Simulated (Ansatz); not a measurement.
The system is Tc.

```
CELL_PARAMETERS angstrom
0.00000 1.95000 1.95000
1.95000 0.00000 1.95000
1.95000 1.95000 0.00000
ATOMIC_POSITIONS crystal
Tc 0.00000 0.00000 0.00000
```

This isn't the form of Tc at room conditions, which is hcp.

```yaml
Program: Ansatz 0.2.0
Task: relaxation of cell and atoms
Functional: LDA
Potentials_or_basis: Ansatz PAW earlier set
Cutoff: "500 eV (not typed: the program's choice for these potentials)"
k_mesh: 9 × 9 × 9
Occupations: fermi-dirac, width 0.05 eV
Spin: no spin polarisation
```

At the start: volume 14.83 Å³/atom.

Problem. Where does the relaxation end?

Solution. It ends after 7 steps and the volume is 13.84 Å³/atom (-6.7 %); space group Fm-3m (No. 225, to 0.05 Å).

The path:
```csv
step,energy change (eV),largest force (eV/Å),volume (Å³)
1,0.0000,0.0000,14.83
2,-0.0655,0.0000,13.97
3,-0.0668,0.0000,13.84
4,-0.0668,0.0000,13.84
5,-0.0666,0.0000,13.84
6,-0.0666,0.0000,13.84
7,-0.0666,0.0000,13.84
```

Final structure:
```
Tc
1.0
     0.00000    1.90555    1.90555
     1.90555    0.00000    1.90555
     1.90555    1.90555    0.00000
Tc
1
Direct
  0.00000 0.00000 0.00000
```

Caveat: the plane-wave basis is chosen anew once the cell has moved, so the energies of steps on either side of that aren't comparable; the PAW data sets come from PBE, with cores solved anew for the run's functional, which leaves a small shift of forces and pressure.
